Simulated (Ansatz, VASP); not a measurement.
**Sc: VASP beside Ansatz**

```
Sc
1.0
     0.00000    2.15698    2.38402
     2.15698    0.00000    2.38402
     2.15698    2.15698    0.00000
Sc
1
Direct
  0.00000 0.00000 0.00000
```

Change from the starting cell: strain -0.050 along x and y, +0.050 along z, atoms carried along.

Alike in both runs: task single point; functional PBE; k mesh 18 × 18 × 18; occupations gaussian, width 0.15 eV; no spin polarisation.

|  | VASP | Ansatz |
| --- | --- | --- |
| version | VASP 6.6.1 | Ansatz 0.2.0 |
| potentials or method | VASP PAW PBE potentials, release 64 (Sc_sv) | scalar-relativistic, plane waves, PAW |
| plane-wave cutoff (eV) | 520 | 420 |
| valence electrons in the cell | 11 | 11 |

|  | VASP | Ansatz | Ansatz less VASP |
| --- | --- | --- | --- |
| gap on the k mesh at the Fermi level (eV) | none | none | - |
| pressure (GPa) | 6.4 | 6.4 | -0.02 |
| largest component of the traceless stress (GPa) | 2.25 | 2.24 | -0.014 |

A gap of «none» marks a metal or a gap that the smearing closes.
